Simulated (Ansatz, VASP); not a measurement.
**Two plane-wave programs on S**

The input INCAR:

```
SYSTEM = S
PREC = Accurate
ENCUT = 520
EDIFF = 1E-6
ISMEAR = -1
SIGMA = 0.08
LREAL = .False.
LASPH = .True.
NELM = 60
ALGO = Normal
ISIF = 2
LWAVE = .False.
LCHARG = .True.
GGA = PE
LELF = .True.
LVHAR = .True.
NBANDS = 9
```

The input KPOINTS:

```
Automatic mesh
0
Gamma
  16 16 16
  0 0 0
```

Contents of POSCAR:

```
S
1.0
    0.0000000000      1.9949013733      1.9949013733
    1.9949013733      0.0000000000      1.9949013733
    1.9949013733      1.9949013733      0.0000000000
S
1
Direct
    0.0000000000      0.0000000000      0.0000000000
```

Input for Ansatz:

```yaml
crystal:
  lattice:
    - [0.0, 1.9949013733, 1.9949013733]
    - [1.9949013733, 0.0, 1.9949013733]
    - [1.9949013733, 1.9949013733, 0.0]
  atoms:
    - { symbol: S, position: [0.0, 0.0, 0.0] }
kpoints:
  mp_grid: { grid: [16, 16, 16] }
  band_path:
    path:
      - [0.0, 0.0, 0.0]
      - [0.5, 0.0, 0.5]
      - [0.625, 0.25, 0.625]
      - [0.375, 0.375, 0.75]
      - [0.0, 0.0, 0.0]
      - [0.5, 0.5, 0.5]
      - [0.5, 0.25, 0.75]
      - [0.5, 0.0, 0.5]
    npoints: 8
scf:
  occupations: { method: fermi_dirac, width: 0.08 }
hamiltonian:
  xc: pbe
  pseudopotentials: { kind: paw }
output:
  forces: true
  stress: true
  eigenvalues: true
  populations: true
  dos: { projected: true, de: 0.2, e_range: [-14, 8] }
```

Change from the starting cell: volume scaled by 1, PAW files.

Alike in both runs: task single point; functional PBE; k mesh 16 × 16 × 16; occupations fermi-dirac, width 0.08 eV; no spin polarisation.

|  | VASP | Ansatz |
| --- | --- | --- |
| version | VASP 6.6.1 | Ansatz 0.2.0 |
| potentials or method | VASP PAW PBE potentials, release 64 (S) | PAW with Ansatz's default frozen-core files, scalar-relativistic |
| plane-wave cutoff (eV) | 520 | 420 |
| valence electrons in the cell | 6 | 6 |

Ansatz gave:

```
pressure (GPa) : 0.0
```

Q: What did VASP give for the same quantities?

A: Pressure (GPa): -0.2.
